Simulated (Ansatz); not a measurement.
# BAs: the cost of one run

Method: reference: DFT, PBEsol, plane waves, PAW, in Ansatz 0.2.0.

## 1. Starting point

Symmetry: P6_3/mmc, No. 194, hexagonal system. The conventional cell has a = 3.366 Å, b = 3.366 Å, c = 8.745 Å, α = 90.00°, β = 90.00°, γ = 120.00°. Around B (site symmetry -6m2) lie 3 As at 1.94 Å. As (site symmetry -6m2) has 3 B at 1.94 Å as nearest neighbours.

As a file:

```xyz
4
Lattice="3.3659 0.0000 0.0000 -1.6829 2.9149 0.0000 0.0000 0.0000 8.7446" Properties=species:S:1:pos:R:3 pbc="T T T"
B     0.0000    1.9433    2.1861
B     1.6829    0.9716    6.5584
As    1.6829    0.9716    2.1861
As    0.0000    1.9433    6.5584
```

## 2. The reference run

Input file input.yaml:

```yaml
crystal:
  lattice:
    - [3.3658576581, 0.0, 0.0]
    - [-1.682928829, 2.9149182375, 0.0]
    - [0.0, 0.0, 8.744594272]
  atoms:
    - { symbol: B, position: [0.3333333333, 0.6666666667, 0.25] }
    - { symbol: B, position: [0.6666666667, 0.3333333333, 0.75] }
    - { symbol: As, position: [0.6666666667, 0.3333333333, 0.25] }
    - { symbol: As, position: [0.3333333333, 0.6666666667, 0.75] }
kpoints:
  mp_grid: { grid: [6, 6, 2] }
hamiltonian:
  xc: pbesol
scf:
  occupations: { method: fixed }
  n_extra_bands: 5
output:
  forces: true
  stress: true
  eigenvalues: true
```

The run is started by

```bash
> ansatz run input.yaml --threads 4 --pin off --max-ram 3686MiB --backend cpu --events-out ev --progress --plain --runs-dir out
```

What time and memory should one allow on 4 threads of Arm Neoverse N1, shared host?

About 1.2 s, with a peak of 0.35 GiB.
